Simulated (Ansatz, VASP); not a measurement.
**MgH2: VASP beside Ansatz**

```
Mg H
1.0
     0.00000    2.38107    2.38107
     2.38107    0.00000    2.38107
     2.38107    2.38107    0.00000
Mg H
1 2
Direct
  0.00000 0.00000 0.00000
  0.75000 0.75000 0.75000
  0.25000 0.25000 0.25000
```

Measurements of this composition are mostly on another form, of space group No. 136.

Alike in both runs: task single point; functional PBE; k mesh 6 × 6 × 6; occupations gaussian, width 0.1 eV; no spin polarisation.

|  | VASP | Ansatz |
| --- | --- | --- |
| version | VASP 6.6.1 | Ansatz 0.2.0 |
| potentials or method | VASP PAW PBE potentials, release 64 (Mg, H) | scalar-relativistic, plane waves, PAW |
| plane-wave cutoff (eV) | 520 | 420 |
| valence electrons in the cell | 4 | 12 |

VASP gave:

* gap on the k mesh at the Fermi level (eV): none
* pressure (GPa): -0.4

Problem. Estimate Ansatz's values.

Solution. gap on the k mesh at the Fermi level (eV): none; pressure (GPa): 0.0.

A gap of «none» marks a metal or a gap that the smearing closes. The two sets of potentials don't hold the same shells in valence.

Caveats: the k mesh is coarse (spacing up to 0.38 Å⁻¹), so the values aren't converged.
